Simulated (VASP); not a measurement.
The system is HfO2.

```
Hf O
1.0
     5.21946    0.00000    0.00000
     0.00000    5.00476    0.00000
     0.00000    0.00000    5.03269
Hf O
4 8
Direct
  0.96699 0.73252 0.74144
  0.53301 0.73252 0.24144
  0.46699 0.26748 0.74144
  0.03301 0.26748 0.24144
  0.63213 0.92865 0.87927
  0.86787 0.92865 0.37927
  0.23395 0.53988 0.49229
  0.26605 0.53988 0.99229
  0.76605 0.46012 0.99229
  0.73395 0.46012 0.49229
  0.13213 0.07135 0.87927
  0.36787 0.07135 0.37927
```

Measurements of this composition are mostly on another form, of space group No. 14.

- Program: VASP 6.6.1
- Task: relaxation of cell and atoms
- Functional: optB88-vdW
- Potentials or basis: VASP PAW PBE potentials, release 64 (Hf_pv, O)
- Cutoff: 600 eV
- k mesh: 5 × 6 × 5
- Occupations: fermi-dirac, width 0.05 eV
- Spin: no spin polarisation

At the start: pressure 4.8 GPa; volume 10.96 Å³/atom.

Task: How do energy, volume and symmetry change on relaxing?

Result: Over 7 steps the energy falls by 3.0 meV/atom and the volume is 11.16 Å³/atom (+1.8 %); space group Pca2_1 (No. 29, to 0.05 Å).

The path:
```
step  energy change (eV)  largest force (eV/Å)  pressure (GPa)  volume (Å³)
   1              0.0000                0.0899            4.80       131.46
   2              0.0562                0.1899           -7.08       137.81
   3             -0.0355                0.0522            0.00       133.86
   4             -0.0355                0.0507            0.06       133.81
   5             -0.0356                0.0437            0.05       133.83
   6             -0.0357                0.0134            0.05       133.82
   7             -0.0357                0.0073           -0.05       133.88
```

Final structure:
```
Hf O
1.0
     5.25114    0.00000    0.00000
     0.00000    5.03557    0.00000
     0.00000    0.00000    5.06292
Hf O
4 8
Direct
  0.96705 0.73264 0.74172
  0.53295 0.73264 0.24172
  0.46705 0.26736 0.74172
  0.03295 0.26736 0.24172
  0.63207 0.92854 0.87924
  0.86793 0.92854 0.37924
  0.23398 0.54026 0.49204
  0.26602 0.54026 0.99204
  0.76602 0.45974 0.99204
  0.73398 0.45974 0.49204
  0.13207 0.07146 0.87924
  0.36793 0.07146 0.37924
```

Caveat: the PAW data sets were made with another functional, which shifts forces and pressure a little.
